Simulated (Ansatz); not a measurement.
CdS under changes of volume

One of the cells (20.871 Å³/atom); the others are scaled copies at fixed shape and fractional positions:

```
Cd S
1.0
     0.00000    2.75324    2.75324
     2.75324    0.00000    2.75324
     2.75324    2.75324    0.00000
Cd S
1 1
Direct
  0.00000 0.00000 0.00000
  0.50000 0.50000 0.50000
```

Measurements of this composition are mostly on another form, of space group No. 186.

```yaml
Program: Ansatz 0.2.0
Functional: PBE
Potentials_or_basis: Ansatz PAW
Cutoff: "420 eV (not typed: the program's choice for these potentials)"
k_mesh: 8 × 8 × 8
Occupations: fermi-dirac, width 0.05 eV
Spin: no spin polarisation
```

| volume (Å³/atom) | energy over the lowest point (meV/atom) | pressure (GPa) |
| --- | --- | --- |
| 19.618 | 14.99 | 4.6 |
| 20.036 | ? | ? |
| 20.453 | 0.73 | 1.0 |
| 20.871 | 0.00 | -0.4 |
| 21.288 | 2.92 | -1.8 |
| 21.705 | 9.09 | -2.9 |
| 22.123 | 18.16 | -4.0 |

What does the run at 20.036 Å³/atom give?

Energy over the lowest point 5.56 meV/atom; pressure 2.7 GPa.

Worked out: A Birch-Murnaghan fit of order 3 (a polynomial in V^(-2/3)) to the other rows has its minimum at 20.74 Å³/atom with B0 = V·E''(V) = 72 GPa and B' = 4.8. It gives 5.55 meV/atom at 20.036 Å³/atom, against the run's 5.56, and -dE/dV = 2.7 GPa, against 2.7.

Energies are extrapolated to zero smearing.
